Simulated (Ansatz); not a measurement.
# MgS/LiCl: band offsets and transmission through a thin layer, part 3 of 4

Is the second crystal in MgS/LiCl a barrier for electrons, for holes, or both? The lead is MgS rock salt(001) and the layer set into it LiCl rock salt(001), on a common net of side 3.642 Å (-1.5 % and +0.0 % against typed lattice constants near PBE's). Layer spacings come from each crystal relaxed along the normal on that net, and the joins take the mean spacing. The first steps treat the bulk crystals alone. r2SCAN has lattice constants of its own, so the true strain differs.

Ansatz 0.2.0; r2SCAN DFT, plane waves, PAW files (the session's first sound run).

So far, slowest decay in the lead, at its filling level (Å⁻¹): step 6 (T(E) of the stack, stack MgS 7 / LiCl 2, barrier thickness …) 0.267.

## 7. T(E) of the stack, stack MgS 7 / LiCl 3, barrier thickness 7.66 Å

Level of this step: r2SCAN DFT, plane waves, PAW files; ballistic transmission by layer matching, the first crystal as both leads (Ansatz).

System of this step: MgS (7) / LiCl (3). The cell holds 20 atoms: 7 S, 7 Mg, 3 Cl and 3 Li. Cell: a = 3.642 Å, b = 3.642 Å, c = 25.938 Å, α = 90.0°, β = 90.0°, γ = 90.0°. Regions: 0: MgS, 14 atoms (7 S and 7 Mg); 1: LiCl, 6 atoms (3 Cl and 3 Li). The structure's axis is c.

A thicker layer on the same net, with the same lead.

Contents of input.yaml:

```yaml
crystal:
  lattice:
    - [3.642, 0.0, 0.0]
    - [0.0, 3.642, 0.0]
    - [0.0, 0.0, 25.9379630224]
  atoms:
    - { symbol: S, position: [0.0, 0.0, 0.0] }
    - { symbol: Mg, position: [0.5, 0.5, 0.0] }
    - { symbol: S, position: [0.5, 0.5, 0.1008660413] }
    - { symbol: Mg, position: [0.0, 0.0, 0.1008660413] }
    - { symbol: S, position: [0.0, 0.0, 0.2017320826] }
    - { symbol: Mg, position: [0.5, 0.5, 0.2017320826] }
    - { symbol: S, position: [0.5, 0.5, 0.3025981238] }
    - { symbol: Mg, position: [0.0, 0.0, 0.3025981238] }
    - { symbol: S, position: [0.0, 0.0, 0.4034641651] }
    - { symbol: Mg, position: [0.5, 0.5, 0.4034641651] }
    - { symbol: S, position: [0.5, 0.5, 0.5043302064] }
    - { symbol: Mg, position: [0.0, 0.0, 0.5043302064] }
    - { symbol: S, position: [0.0, 0.0, 0.6051962477] }
    - { symbol: Mg, position: [0.5, 0.5, 0.6051962477] }
    - { symbol: Cl, position: [0.5, 0.5, 0.7046188868] }
    - { symbol: Li, position: [0.0, 0.0, 0.7046188868] }
    - { symbol: Cl, position: [0.0, 0.0, 0.8025981238] }
    - { symbol: Li, position: [0.5, 0.5, 0.8025981238] }
    - { symbol: Cl, position: [0.5, 0.5, 0.9005773609] }
    - { symbol: Li, position: [0.0, 0.0, 0.9005773609] }
kpoints:
  mp_grid: { grid: [8, 8, 1] }
scf:
  occupations: { method: fixed }
  max_iter: 120
hamiltonian:
  xc: r2scan
output:
  eigenvalues: true
  transmission:
    leads: [[6, 8]]
    kpoints: [[0.0, 0.0], [0.5, 0.5]]
    e_range: [-1.5, 5.4]
    de: 0.09
  write_potential: true
  write_density: true
  volumetric_format: npy
  elf: true
```

Command:

```
ansatz run input.yaml --threads 4 --pin off --max-ram 8192MiB --backend cpu --events-out ev --progress --plain --runs-dir out
```

Numbers of over 12 decimals in the logs are rounded to 6 here.

Log:

```text
[...]
Crystal: 20 atoms, lattice volume = 344.045 Å³
Basis set: ecut = 500 eV, 8767 PW (Γ), exchange–correlation on 108×108×768 points (64 copies of the dense FFT grid, shifted against one another)
Bands: 91, of which v1, the nominal top of the filled ones, is band 71 counted from 1 (70 counted from 0)
Symmetry: 16 space group operations
[...]
k-points: 15 of 64
[...]
SCF iter   1: F=—  HF=-23726.799454 eV  |F-HF|=—  |Δ(HF+E_count)|=         —  Δρ=6.24e-3  dr2=7.29e-2  dr2_τ=6.09e-2  ethr=1.77e-3  ⟨swp⟩=4.5  Hψ=4396  notcnv=0  defer=231
[...]
SCF iter   7: F=-23727.193332 eV  HF=-23727.193332 eV  |F-HF|=3.90e-9  |Δ(HF+E_count)|=   3.75e-9  Δρ=2.16e-6  dr2=2.52e-8  dr2_τ=7.67e-10  ethr=7.04e-11  ⟨swp⟩=18.3  Hψ=7795  notcnv=0
SCF 1 converged in 7 iterations: F = -23727.193332 eV  dr2 = 2.52e-8
[...]
transmission: 12 of 76 steps passed
transmission: 20 of 76 steps passed
[...]
transmission: 76 of 76 steps passed
SCF converged after 7 iterations
Free energy (F): -23727.193332 eV
[...]
Internal energy: -23727.193332 eV  (E = F + TS)
E sigma→0 (E₀):  -23727.193332 eV
Fermi energy:    5.556192 eV
[...]
--- Band table (eV; the first three rows and the last of 15) ---
  k-point 0: bands = [... 67 lower, 5.3365, 5.4789, 5.5562, 5.5562, 9.3543, 9.7533, 10.1458, 10.5359, ... 16 higher]
  k-point 1: bands = [... 67 lower, 5.3398, 5.3550, 5.4925, 5.5418, 9.7688, 10.1316, 10.5570, 10.8944, ... 16 higher]
  k-point 2: bands = [... 67 lower, 5.1559, 5.1962, 5.3244, 5.4747, 10.4072, 10.7061, 11.0406, 11.1941, ... 16 higher]
  k-point 14: bands = [... 67 lower, 3.6832, 3.8430, 3.9987, 4.0561, 9.1838, 9.4003, 9.5403, 10.1039, ... 16 higher]
--- Transmission ---
  basis      : 137 plane waves across, 38 finite elements along
  points     : 2, as listed
[...]
channels       : 0.000000e0 a spin
[...]
slowest decay  : 0.2672 /Å at (0.0000, 0.0000)
  junction   : crystal 0 to crystal 0, 8.46 to 31.78 Å
    transmission   : 0.000000e0 a spin
[...]
```

Run time: 22 s. Hardware: 4 threads of Arm Neoverse V2, shared host; peak memory 1.8 GiB; 86 s of CPU time.

This step gave:

```yaml
free_energy: -23727.1933 eV
fermi_energy: 5.556 eV
gap_on_the_k_mesh: 3.628 eV
potential_step_in_the_lower_lead: 0.9 meV
```

One spin. Table of transmission, mean over the listed wavevectors by energy, zero at the highest filled level on the SCF mesh:

```csv
energy (eV),"transmission, mean over the listed wavevectors"
-1.50,0.00277
-1.32,0.00235
-1.14,0.00199
-0.96,0.00167
-0.78,0.00138
-0.60,0.00111
-0.42,8.5e-4
-0.24,5.9e-4
-0.06,3.3e-4
0.03,1.8e-4
0.12,4.1e-5
0.39,0
0.57,0
0.75,0
0.93,0
1.11,0
1.29,0
1.47,0
1.65,0
1.83,0
2.01,0
2.19,0
2.37,0
2.55,0
2.73,0
2.91,0
3.09,0
3.27,0
3.45,0
3.72,0.00547
3.90,0.00461
4.08,0.00469
4.26,0.00614
4.44,0.0132
4.62,0.0720
4.80,0.495
4.89,0.505
4.98,0.456
5.16,0.425
5.34,0.448
```

ELF in the ca plane at fractional y = 0.000, with atoms of S and Mg and Li and Cl within 0.2 Å of it. It is the smooth field of the valence electrons, not physical close to the nuclei.

Values in units of 1e-1, 6 rows by 16 columns, each cell a mean:
```
6.0 7.7 2.6 3.2 4.1 6.8 7.1 3.8 5.7 3.2 8.0 7.9 3.5 5.7 3.4 7.4
7.7 6.4 0.9 0.5 2.0 7.3 7.4 1.8 0.2 1.1 7.0 7.2 1.4 0.2 1.5 7.2
2.4 1.5 0.5 0.9 0.5 2.1 2.1 0.3 0.3 0.2 1.4 1.5 0.2 0.4 0.3 2.0
4.2 2.9 0.5 0.8 0.7 3.7 3.8 0.6 0.3 0.3 3.0 3.2 0.4 0.3 0.5 3.6
8.2 7.4 1.3 1.1 2.8 8.0 8.0 2.6 0.6 1.8 7.9 8.1 2.2 0.6 2.2 8.0
4.5 7.4 3.0 3.4 4.4 5.7 6.2 4.2 8.0 3.6 7.4 7.2 3.9 8.1 3.8 6.6
```
Columns run along c (16.0 Å, from fractional 0.38 to 1.00 of the cell), rows up along a (3.6 Å). Atoms in or near the plane, at fractional coordinates: S at (0.00, 0.00), S at (0.40, 0.00), Mg at (0.50, 0.00), S at (0.61, 0.00), Li at (0.70, 0.00), Cl at (0.80, 0.00), Li at (0.90, 0.00).

Electrostatic potential energy in the ca plane at fractional y = 0.000, with atoms of S and Mg and Li and Cl within 0.2 Å of it. With pseudopotentials it is smooth inside the atoms' cores, unlike the true potential.

Values in eV, 6 rows by 16 columns, each cell a mean:
```
-23 -10  -4 -29   3 -18 -15   5 -14   4 -19 -21   5 -15   5 -13
  3   7   6   2   8   4   5   9   6   8   5   4   8   6   9   6
 10  10  10   9  10  10  10  10   9  10   9   9  10   9  10  10
  9  10   9   8  10   9   9  10   9   9   9   9   9   9  10   9
 -6   3   4  -6   7  -2  -1   8   2   7  -1  -2   8   2   8   0
-24 -13  -7 -35   1 -20 -18   4 -21   3 -23 -26   4 -22   3 -16
```
Columns run along c (16.0 Å, from fractional 0.38 to 1.00 of the cell; values clipped at the 3rd and 97th percentile), rows up along a (3.6 Å). Atoms in or near the plane, at fractional coordinates: S at (0.00, 0.00), S at (0.40, 0.00), Mg at (0.50, 0.00), S at (0.61, 0.00), Li at (0.70, 0.00), Cl at (0.80, 0.00), Li at (0.90, 0.00).

Valence density in the ca plane at fractional y = 0.000, with atoms of S and Mg and Li and Cl within 0.2 Å of it. It is the smooth field of the valence electrons, not physical close to the nuclei.

Ten steps, logarithmic in the rise over the least value, from '0' (0 e/Å³) to '9' (26 e/Å³), each cell a mean:
```
12332331026872012323321025510124334210265201
01233321002420012333210001100023433100011000
00122210000000001122100000000001221000000000
00011000000000000011000000000000000000000000
00000000000000000000000000000000000000000000
00000000000000000000000000000000000000000000
00111100000000000111100000000001111000000000
01223211001110001232210000000012332100000000
01333321014751012333320014300123443200143101
12321332127983113312321036620134224210376201
```
Columns run along c (16.0 Å, from fractional 0.35 to 0.96 of the cell), rows up along a (3.6 Å). Atoms in or near the plane, at fractional coordinates: S at (0.40, 0.00), Mg at (0.50, 0.00), S at (0.61, 0.00), Li at (0.70, 0.00), Cl at (0.80, 0.00), Li at (0.90, 0.00).

At the listed wavevectors the lead's channels close after +0.12 eV and open again at +3.63 eV (grid energies). At +3.83 eV, 0.2 eV over the upper of these grid energies, the mean transmission is 0.0048, and at -0.08 eV it is 3.6e-4. In the worse lead the potential repeats within 0.9 meV, which the program lets pass.

## 8. Transmission through the layer, stack MgS 7 / LiCl 5, barrier thickness 12.74 Å

System of this step: MgS (7) / LiCl (5). The cell holds 24 atoms: 7 S, 7 Mg, 5 Cl and 5 Li. Its edges and angles: a = 3.642 Å, b = 3.642 Å, c = 31.021 Å, α = 90.0°, β = 90.0°, γ = 90.0°. Regions: 0: MgS, 14 atoms (7 S and 7 Mg); 1: LiCl, 10 atoms (5 Cl and 5 Li). The structure's axis is c.

A thicker layer on the same net, with the same lead.

Contents of input.yaml:

```yaml
crystal:
  lattice:
    - [3.642, 0.0, 0.0]
    - [0.0, 3.642, 0.0]
    - [0.0, 0.0, 31.0207266758]
  atoms:
    - { symbol: S, position: [0.0, 0.0, 0.0] }
    - { symbol: Mg, position: [0.5, 0.5, 0.0] }
    - { symbol: S, position: [0.5, 0.5, 0.0843390832] }
    - { symbol: Mg, position: [0.0, 0.0, 0.0843390832] }
    - { symbol: S, position: [0.0, 0.0, 0.1686781665] }
    - { symbol: Mg, position: [0.5, 0.5, 0.1686781665] }
    - { symbol: S, position: [0.5, 0.5, 0.2530172497] }
    - { symbol: Mg, position: [0.0, 0.0, 0.2530172497] }
    - { symbol: S, position: [0.0, 0.0, 0.3373563329] }
    - { symbol: Mg, position: [0.5, 0.5, 0.3373563329] }
    - { symbol: S, position: [0.5, 0.5, 0.4216954161] }
    - { symbol: Mg, position: [0.0, 0.0, 0.4216954161] }
    - { symbol: S, position: [0.0, 0.0, 0.5060344994] }
    - { symbol: Mg, position: [0.5, 0.5, 0.5060344994] }
    - { symbol: Cl, position: [0.5, 0.5, 0.5891666827] }
    - { symbol: Li, position: [0.0, 0.0, 0.5891666827] }
    - { symbol: Cl, position: [0.0, 0.0, 0.6710919662] }
    - { symbol: Li, position: [0.5, 0.5, 0.6710919662] }
    - { symbol: Cl, position: [0.5, 0.5, 0.7530172497] }
    - { symbol: Li, position: [0.0, 0.0, 0.7530172497] }
    - { symbol: Cl, position: [0.0, 0.0, 0.8349425332] }
    - { symbol: Li, position: [0.5, 0.5, 0.8349425332] }
    - { symbol: Cl, position: [0.5, 0.5, 0.9168678166] }
    - { symbol: Li, position: [0.0, 0.0, 0.9168678166] }
kpoints:
  mp_grid: { grid: [8, 8, 1] }
scf:
  occupations: { method: fixed }
  max_iter: 120
hamiltonian:
  xc: r2scan
output:
  eigenvalues: true
  transmission:
    leads: [[6, 8]]
    kpoints: [[0.0, 0.0], [0.5, 0.5]]
    e_range: [-1.5, 5.4]
    de: 0.09
  write_potential: true
  write_density: true
  volumetric_format: npy
```

Log:

```text
[...]
Crystal: 24 atoms, lattice volume = 411.464 Å³
Basis set: ecut = 500 eV, 10505 PW (Γ), exchange–correlation on 108×108×960 points (64 copies of the dense FFT grid, shifted against one another)
Bands: 105, of which v1, the nominal top of the filled ones, is band 81 counted from 1 (80 counted from 0)
Symmetry: 16 space group operations
[...]
k-points: 15 of 64
[...]
k-point 14: bands = [... 77 lower, 3.4189, 3.5788, 3.7345, 3.7918, 8.9252, 9.1365, 9.2613, 9.8373, ... 20 higher]
--- Transmission ---
  basis      : 137 plane waves across, 45 finite elements along
  points     : 2, as listed
[...]
channels       : 0.000000e0 a spin
[...]
slowest decay  : 0.2672 /Å at (0.0000, 0.0000)
  junction   : crystal 0 to crystal 0, 8.46 to 36.86 Å
    transmission   : 0.000000e0 a spin
[...]
[key lines of the parts left out:]
SCF converged after 7 iterations
Free energy (F): -26312.778176 eV
Fermi energy:    5.291860 eV
```

Wall time 30 s (4 threads); peak memory 2.3 GiB; 1.9 min of CPU time.

At the listed wavevectors the lead's channels close after +0.12 eV and open again at +3.63 eV (grid energies). At +3.83 eV, 0.2 eV over the upper of these grid energies, the mean transmission is 1.0e-5, and at -0.08 eV it is 1.6e-6. In the worse lead the potential repeats within 1 meV, which the program lets pass.

## 9. Transmission through the layer, stack MgS 7 / LiCl 6, barrier thickness 15.29 Å

System of this step: MgS (7) / LiCl (6). The cell holds 26 atoms: 7 S, 7 Mg, 6 Cl and 6 Li. Its edges and angles: a = 3.642 Å, b = 3.642 Å, c = 33.661 Å, α = 86.9°, β = 86.9°, γ = 90.0°. Regions: 0: MgS, 14 atoms (7 S and 7 Mg); 1: LiCl, 12 atoms (6 Cl and 6 Li). The structure's axis is c.

A thicker layer on the same net, with the same lead.

Contents of input.yaml:

```yaml
crystal:
  lattice:
    - [3.642, 0.0, 0.0]
    - [0.0, 3.642, 0.0]
    - [1.821, 1.821, 33.5621085025]
  atoms:
    - { symbol: S, position: [0.0, 0.0, 0.0] }
    - { symbol: Mg, position: [0.5, 0.5, 0.0] }
    - { symbol: S, position: [0.4610236102, 0.4610236102, 0.0779527797] }
    - { symbol: Mg, position: [-0.0389763898, -0.0389763898, 0.0779527797] }
    - { symbol: S, position: [-0.0779527797, -0.0779527797, 0.1559055593] }
    - { symbol: Mg, position: [0.4220472203, 0.4220472203, 0.1559055593] }
    - { symbol: S, position: [0.3830708305, 0.3830708305, 0.233858339] }
    - { symbol: Mg, position: [-0.1169291695, -0.1169291695, 0.233858339] }
    - { symbol: S, position: [-0.1559055593, -0.1559055593, 0.3118111186] }
    - { symbol: Mg, position: [0.3440944407, 0.3440944407, 0.3118111186] }
    - { symbol: S, position: [0.3051180509, 0.3051180509, 0.3897638983] }
    - { symbol: Mg, position: [-0.1948819491, -0.1948819491, 0.3897638983] }
    - { symbol: S, position: [-0.233858339, -0.233858339, 0.4677166779] }
    - { symbol: Mg, position: [0.266141661, 0.266141661, 0.4677166779] }
    - { symbol: Cl, position: [0.2277230268, 0.2277230268, 0.5445539463] }
    - { symbol: Li, position: [-0.2722769732, -0.2722769732, 0.5445539463] }
    - { symbol: Cl, position: [-0.3101378517, -0.3101378517, 0.6202757034] }
    - { symbol: Li, position: [0.1898621483, 0.1898621483, 0.6202757034] }
    - { symbol: Cl, position: [0.1520012698, 0.1520012698, 0.6959974604] }
    - { symbol: Li, position: [-0.3479987302, -0.3479987302, 0.6959974604] }
    - { symbol: Cl, position: [-0.3858596088, -0.3858596088, 0.7717192175] }
    - { symbol: Li, position: [0.1141403912, 0.1141403912, 0.7717192175] }
    - { symbol: Cl, position: [0.0762795127, 0.0762795127, 0.8474409746] }
    - { symbol: Li, position: [-0.4237204873, -0.4237204873, 0.8474409746] }
    - { symbol: Cl, position: [-0.4615813658, -0.4615813658, 0.9231627316] }
    - { symbol: Li, position: [0.0384186342, 0.0384186342, 0.9231627316] }
kpoints:
  mp_grid: { grid: [8, 8, 1] }
scf:
  occupations: { method: fixed }
  max_iter: 120
hamiltonian:
  xc: r2scan
output:
  eigenvalues: true
  dos: { projected: true, e_range: [-5, 7], de: 0.05 }
  transmission:
    leads: [[6, 8]]
    kpoints: [[0.0, 0.0], [0.5, 0.5]]
    e_range: [-1.5, 5.4]
    de: 0.09
  write_potential: true
  write_density: true
  volumetric_format: npy
checkpoint:
  write: b6.run
  compress: false
  write_wavefunctions: false
```

Log:

```text
[...]
Crystal: 26 atoms, lattice volume = 445.173 Å³
Basis set: ecut = 500 eV, 11359 PW (Γ), exchange–correlation on 108×108×1000 points (64 copies of the dense FFT grid, shifted against one another)
Bands: 112, of which v1, the nominal top of the filled ones, is band 86 counted from 1 (85 counted from 0)
Symmetry: 4 space group operations
k-points: 21 of 64
[...]
k-point 20: bands = [... 82 lower, 3.3169, 3.4769, 3.6324, 3.6898, 8.8233, 9.0345, 9.1586, 9.7351, ... 22 higher]
--- Transmission ---
  basis      : 137 plane waves across, 47 finite elements along
  points     : 2, as listed
[...]
channels       : 0.000000e0 a spin
[...]
slowest decay  : 0.2672 /Å at (0.0000, 0.0000)
  junction   : crystal 0 to crystal 0, 8.46 to 39.40 Å
    transmission   : 0.000000e0 a spin
[...]
[key lines of the parts left out:]
SCF converged after 7 iterations
Free energy (F): -27605.570556 eV
Fermi energy:    5.189880 eV
```

Run time: 46 s. Hardware: 4 threads; peak memory 2.7 GiB; 3 min of CPU time.

At the listed wavevectors the lead's channels close after +0.12 eV and open again at +3.63 eV (grid energies). At +3.83 eV, 0.2 eV over the upper of these grid energies, the mean transmission is 6.3e-7, and at -0.08 eV it is 1.1e-7. In the worse lead the potential repeats within 1 meV, which the program lets pass.

## 10. Side by side

Times are for 4 threads of Arm Neoverse V2, shared host. The runs compared:

```csv
no.,barrier thickness (Å),potential step in the lower lead (meV),time,memory (GiB)
1,5.12,1,24 s,1.7
2,7.66,0.9,22 s,1.8
3,12.74,1,30 s,2.3
4,15.29,1,46 s,2.7
```

The runs together. Table of transmission, mean over the listed wavevectors by energy, zero at the highest filled level on the SCF mesh:

```csv
energy (eV),5.12,7.66,12.74,15.29
-1.5000,0.0235,0.00277,4.0e-5,4.8e-6
-1.2300,0.0228,0.00217,2.2e-5,2.2e-6
-0.9600,0.0205,0.00167,1.3e-5,1.1e-6
-0.7800,0.0183,0.00138,9.0e-6,7.4e-7
-0.5100,0.0142,9.8e-4,5.4e-6,4.1e-7
-0.2400,0.00921,5.9e-4,2.9e-6,2.0e-7
0.0300,0.00288,1.8e-4,8.4e-7,5.7e-8
0.2100,0,0,0,0
0.4800,0,0,0,0
0.7500,0,0,0,0
1.0200,0,0,0,0
1.2900,0,0,0,0
1.4700,0,0,0,0
1.7400,0,0,0,0
2.0100,0,0,0,0
2.2800,0,0,0,0
2.4600,0,0,0,0
2.7300,0,0,0,0
3.0000,0,0,0,0
3.2700,0,0,0,0
3.5400,0,0,0,0
3.7200,0.00437,0.00547,7.7e-6,1.1e-7
3.9900,0.00709,0.00454,2.2e-5,3.3e-6
4.2600,0.00998,0.00614,1.9e-4,6.2e-5
4.5300,0.0205,0.0265,0.00602,0.00344
4.7100,0.146,0.267,0.339,0.420
4.9800,0.514,0.456,0.430,0.471
5.2500,0.555,0.432,0.497,0.429
```

## 11. Band offsets

This step: Band offsets by the line-up of averaged potentials, r2SCAN DFT, plane waves, PAW files (Ansatz 0.2.0).

The middles of both crystals in the thickest stack are taken as bulk-like. The averaged potential there ties each bulk run's band edges to one scale.

Contents of align.yaml:

```yaml
offset:
  left: { bulk: { run: MgS.run }, window: [5.868, 11.1], period: 2.6163 }
  right: { bulk: { run: LiCl.run }, window: [22.743, 27.825], period: 2.5414 }
  interface: { run: b6.run, axis: 3 }
```

Command:

```
ansatz align-bands align.yaml -- --threads 4 --pin off
```

Log:

```text
valence offset -2.743 eV, conduction offset +1.056 eV (right less left)
  left: levels by r2scan on the potential of r2scan; from 5.87 to 11.10 Å its average varies by 0.0006 eV and climbs by +0.0002; the bulk's density to 0.00 %
  right: levels by r2scan on the potential of r2scan; from 22.74 to 27.82 Å its average varies by 0.0037 eV and climbs by -0.0036; the bulk's density to 0.00 %
  line-up +1.4674 eV
```

Run time: 0.07 s. Hardware: 4 threads.

Numbers from this step:

- valence-band offset: -2.743 eV
- conduction-band offset: 1.056 eV
- line-up of the mean potentials: 1.467 eV
- climb of the potential across the left window: 2.37e-4 eV
- climb of the potential across the right window: -0.003568 eV

The valence offset is -2.74 eV. Inside the windows the averaged potential varies by 0.0037 eV at most, within the program's limit of 0.03 eV. By hand: the valence edge lies +3.503 eV from the mean potential in the first crystal and -0.707 eV in the second, and the means differ by +1.467 eV across the join, so the offset is (-0.707) − (+3.503) + (+1.467) = -2.743 eV.

## 12. The alignment as a diagram

This step: Band alignment, r2SCAN DFT, plane waves, PAW files (Ansatz 0.2.0).

No new run: the edges on one scale.

The band alignment (eV, zero at the valence edge of the left side):

```csv
,conduction bottom,valence top
MgS (r2SCAN),3.42,0.00
LiCl (r2SCAN),4.48,-2.74
```

(Part 3 of 4 ends here.)

[Logs are printed without paths, hosts, clocks, repeated set-up lines and the standing remarks that a program may print on its own settings, such as how far it seeks lower states.]

[Hosts, paths, dates, database ids (printed as entryN), source tags and the programs' standing remarks are cut or masked in the printed files.]
